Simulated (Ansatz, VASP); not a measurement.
Two plane-wave programs on Pt

```
Pt
1.0
     0.00000    1.98364    1.98364
     1.98364    0.00000    1.98364
     1.98364    1.98364    0.00000
Pt
1
Direct
  0.00000 0.00000 0.00000
```

Alike in both runs: task relaxation of cell and atoms; functional PBE; k mesh 18 × 18 × 18; occupations gaussian, width 0.1 eV; no spin polarisation.

|  | VASP | Ansatz |
| --- | --- | --- |
| version | VASP 6.6.1 | Ansatz 0.2.0 |
| potentials or method | VASP PAW PBE potentials, release 64 (Pt) | scalar-relativistic, plane waves, PAW |
| plane-wave cutoff (eV) | 600 | 420 |
| valence electrons in the cell | 10 | 18 |

|  | VASP | Ansatz | Ansatz less VASP |
| --- | --- | --- | --- |
| gap on the k mesh at the Fermi level, each at its own relaxed structure (eV) | none | none | - |
| relaxed volume (Å³/atom) | 15.62 | 15.64 | +0.028 |
| relaxed cell length with the largest relative difference (Å) | 2.806 | 2.807 | +0.0017 |

A gap of «none» marks a metal or a gap that the smearing closes. The two sets of potentials don't hold the same shells in valence.

The runs have no spin-orbit coupling, so splittings on Pt are missing.
